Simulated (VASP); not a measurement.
The system is AlO.

```
Al O
1.0
     2.76919    0.00000    0.00000
     0.00000    2.76919    0.00000
     0.00000    0.00000    2.76919
Al O
1 1
Cartesian
  1.3846 1.3846 1.3846
  0.0000 0.0000 0.0000
```

The cell was built by a generator and needn't be a form met in nature.

```yaml
Program: VASP 6.6.1
Task: relaxation of cell and atoms
Functional: SCAN
Potentials_or_basis: VASP PAW PBE potentials, release 64 (Al, O)
Cutoff: 600 eV
k_mesh: 10 × 10 × 10
Occupations: gaussian, width 0.05 eV
Spin: no spin polarisation
```

At the start: pressure -5.0 GPa; volume 10.62 Å³/atom.

Task: Where does the relaxation end?

Result: Over 3 steps the energy falls by 6.5 meV/atom and the volume is 10.22 Å³/atom (-3.8 %); space group Pm-3m (No. 221, to 0.05 Å).

The path:
```
step  energy change (eV)  largest force (eV/Å)  pressure (GPa)  volume (Å³)
   1              0.0000                0.0000           -5.03        21.24
   2             -0.0121                0.0000            1.44        20.23
   3             -0.0130                0.0000            0.00        20.43
```

Final structure:
```
Al O
1.0
     2.73375    0.00000    0.00000
     0.00000    2.73375    0.00000
     0.00000    0.00000    2.73375
Al O
1 1
Direct
  0.50000 0.50000 0.50000
  0.00000 0.00000 0.00000
```

Caveat: the PAW data sets were made with another functional, which shifts forces and pressure a little; an odd number of electrons without spin polarisation forces a metal; a magnetic or distorted state may lie lower.
